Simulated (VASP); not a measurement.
Ge (strained diamond), r²SCAN single-point calculation: Ansatz's output and VASP's

```
Ge
1.0
     0.00000    2.83687    2.95035
     2.83687    0.00000    2.95035
     2.83687    2.83687    0.00000
Ge
2
Direct
  0.00000 0.00000 0.00000
  0.25000 0.25000 0.25000
```

Ansatz printed

```
SCF 1 converged in 6 iterations: F = -8605.777767 eV  dr2 = 9.25e-10
  greatest PAW one-centre occupation: 0.998 electrons in one spin orbital (limit 2), on the Ge atom at site 1 (counted from 0), in its partial waves of l = 2
NSCF: frozen V_eff on 7 k-points
SCF converged after 6 iterations
Free energy (F): -8605.777767 eV
Harris-Foulkes:  -8605.777767 eV  (|F-HF|=4.67e-10)
Internal energy: -8605.777657 eV  (E = F + TS)
E sigma→0 (E₀):  -8605.777712 eV
Entropy (-TS):   -0.000110 eV (-0.055 meV/atom)
Fermi energy:    7.869905 eV
--- Per-component energies (eV) ---
  E_band       = -332.728695
  E_kinetic    = 220.871499
  E_local      = -5010.917516  (includes V_loc(G=0)·N_el)
  E_nonlocal   = 839.394805
  E_hartree    = 2197.952958
  E_xc         = -137.622612
  E_vxc        = -135.028223  (∫ρ·V_xc dr)
  E_paw        = -4067.876916  (= ΣΔE_a)
  E_vpaw       = -650.577134  (= ΣTr[D̂ρ^β])
  E_aug_tail   = 0.000028  (compensation charges beyond the density's cutoff)
  E_vtau       = 7.620066  (kinetic-family band-sum trace: ∫τ·v_τ [+ j·A + Jᵃ·Aᵃ] dr)
  E_ewald      = -2645.408373
  E_core_change = -2.171532  (= ΣΔE_core)
  E_smearing   = -0.000110  (= −TS)
  E_closure    = -0.000000  (closes the sum)
  Σ components = -8605.777767   (vs F -8605.777767, Δ=0.00e0)
--- Forces (eV/Å), atoms counted from 1 ---
  atom   1  Ge    -0.00000000    -0.00000000     0.00000000
  atom   2  Ge    -0.00000000     0.00000000     0.00000000
  max |Σ_I F_I| component: 1.11e-16 eV/Å
--- Stress (GPa, compression-positive) ---
       -1.353168       0.000000       0.000000
        0.000000      -1.353168       0.000000
        0.000000       0.000000      -4.645170
  P = ⅓ Tr σ = -2.4505 GPa (-24.505 kbar)
--- Band table (eV; the first three rows and the last of 59) ---
  k-point 0: bands = ["-17.5955", "-17.5955", "-17.5871", "-17.5582", "-17.5557", "-17.3732", "-17.3579", "-17.3579", "-17.3537", "-17.3435", "-5.1701", "7.5451", "7.7309", "7.8699", "7.8699", "10.4028", "10.4028", "10.6137"]
  k-point 1: bands = ["-17.6029", "-17.5980", "-17.5898", "-17.5470", "-17.5458", "-17.3786", "-17.3733", "-17.3617", "-17.3396", "-17.3389", "-4.9790", "5.3587", "7.3168", "7.5509", "8.8502", "10.8614", "10.9261", "11.4428"]
  k-point 2: bands = ["-17.6131", "-17.6057", "-17.5852", "-17.5304", "-17.5301", "-17.3878", "-17.3874", "-17.3687", "-17.3336", "-17.3277", "-4.4256", "2.9926", "6.7407", "7.0304", "8.5264", "11.5552", "11.5760", "13.5795"]
  k-point 58: bands = ["-17.6308", "-17.6308", "-17.5511", "-17.5511", "-17.4526", "-17.4526", "-17.3889", "-17.3889", "-17.3044", "-17.3044", "-1.3906", "-1.3906", "4.8935", "4.8935", "9.0161", "9.0161", "17.4366", "17.4366"]
```

Datasets and cutoffs are each program's own. VASP's cell holds 28 valence electrons and Ansatz's 28. Ansatz's stress includes a Pulay correction; VASP's doesn't.

Q: What does VASP give for the same cell and level of theory?

A: gap between bands v and c 0.00 eV; least direct gap 0.00 eV; pressure -2.4 GPa.

From OUTCAR

```
k-points           NKPTS =     59   k-points in BZ     NKDIM =     59   number of bands    NBANDS=     21

   NELECT =      28.0000    total number of electrons

   dimension x,y,z NGX =    30 NGY =   30 NGZ =   30
   dimension x,y,z NGXF=    60 NGYF=   60 NGZF=   60

  energy-cutoff  :      520.00
  volume of cell :       47.49
      direct lattice vectors                 reciprocal lattice vectors
     0.000000000  2.836873512  2.950348453    -0.176250368  0.176250368  0.169471508
     2.836873512  0.000000000  2.950348453     0.176250368 -0.176250368  0.169471508
     2.836873512  2.836873512  0.000000000     0.176250368  0.176250368 -0.169471508

 k-points in reciprocal lattice and weights: KPOINTS created by Atomic Simulation Env
   0.00000000  0.00000000  0.00000000       0.002
   0.12500000 -0.00000000  0.00000000       0.016
   0.25000000 -0.00000000  0.00000000       0.016
   0.37500000  0.00000000  0.00000000       0.016
   0.50000000 -0.00000000  0.00000000       0.008
   0.12500000  0.12500000  0.00000000       0.004
   0.25000000  0.12500000  0.00000000       0.016
   0.37500000  0.12500000  0.00000000       0.016
   ...

 E-fermi :   4.4552

 k-point     1 :       0.0000    0.0000    0.0000
  band No.  band energies     occupation
      1     -21.0867      2.00000
      2     -21.0867      2.00000
      3     -21.0784      2.00000
      4     -21.0496      2.00000
      5     -21.0470      2.00000
      6     -20.8666      2.00000
      7     -20.8516      2.00000
      8     -20.8516      2.00000
      9     -20.8465      2.00000
     10     -20.8363      2.00000
     11      -8.5883      2.00000
     12       4.1310      2.00000
     13       4.2831      1.99963
     14       4.4552      0.99896
     15       4.4553      0.99728
     16       6.9772      0.00000
     17       6.9773      0.00000
     18       7.1883      0.00000
     19      11.2753      0.00000
     20      13.7350      0.00000
     21      14.5529      0.00000

 k-point     2 :       0.1250   -0.0000    0.0000
  band No.  band energies     occupation
      1     -21.0941      2.00000
      2     -21.0892      2.00000
      3     -21.0811      2.00000
      4     -21.0384      2.00000
      5     -21.0372      2.00000
      6     -20.8719      2.00000
      7     -20.8663      2.00000
      8     -20.8552      2.00000
      9     -20.8330      2.00000
     10     -20.8321      2.00000
     11      -8.3973      2.00000
     12       1.9332      2.00000
     13       3.9017      2.00000
     14       4.1353      2.00000
     15       5.4142      0.00000
     16       7.4363      0.00000
     17       7.5008      0.00000
     18       8.0170      0.00000
     19      12.1543      0.00000
     20      13.0247      0.00000
     21      13.6048      0.00000

 k-point     3 :       0.2500   -0.0000    0.0000
  band No.  band energies     occupation
      1     -21.1042      2.00000
      2     -21.0969      2.00000
      3     -21.0766      2.00000
      4     -21.0219      2.00000
      5     -21.0216      2.00000
      6     -20.8808      2.00000
      7     -20.8802      2.00000
      8     -20.8621      2.00000
      9     -20.8271      2.00000
     10     -20.8214      2.00000
     11      -7.8442      2.00000
     12      -0.4297      2.00000
     13       3.3251      2.00000
     14       3.6141      2.00000
     15       5.0923      0.00000
     16       8.1313      0.00000
     17       8.1518      0.00000
     18      10.1490      0.00000
     19      12.7339      0.00000
     20      13.1484      0.00000
     21      13.1887      0.00000

 k-point     4 :       0.3750    0.0000    0.0000
  band No.  band energies     occupation
      1     -21.1099      2.00000
      2     -21.1007      2.00000
      3     -21.0710      2.00000
      4     -21.0126      2.00000
      5     -21.0111      2.00000
      6     -20.8874      2.00000
      7     -20.8859      2.00000
      8     -20.8682      2.00000
      9     -20.8253      2.00000
     10     -20.8149      2.00000
     11      -7.0393      2.00000
     12      -2.3810      2.00000
     13       2.9075      2.00000
     14       3.2471      2.00000
     15       4.7365      0.00000
     16       8.2710      0.00000
     17       8.4213      0.00000
     18      12.0069      0.00000
     19      12.9374      0.00000
     20      14.1701      0.00000
     21      14.3946      0.00000

 ...

  Total       -0.3940857     -0.3940857     -1.3583870      0.0000000     -0.0000000      0.0000000
  in kB      -13.2959092    -13.2959092    -45.8301031      0.0000000     -0.0000000      0.0000000
  external PRESSURE =     -24.1406405 kB  Pullay stress =       0.0000000 kB

 POSITION                                       TOTAL-FORCE (eV/Angst)
 -----------------------------------------------------------------------------------
      0.00000      0.00000      0.00000         0.000000      0.000000      0.000000
      1.41844      1.41844      1.47517         0.000000      0.000000     -0.000000
 -----------------------------------------------------------------------------------
    total drift:                                0.000000      0.000000      0.000000

  FREE ENERGIE OF THE ION-ELECTRON SYSTEM (eV)
  ---------------------------------------------------
  free  energy   TOTEN  =       -27.7100459063 eV

  energy  without entropy=      -27.7099360774  energy(sigma->0) =      -27.70999099
```
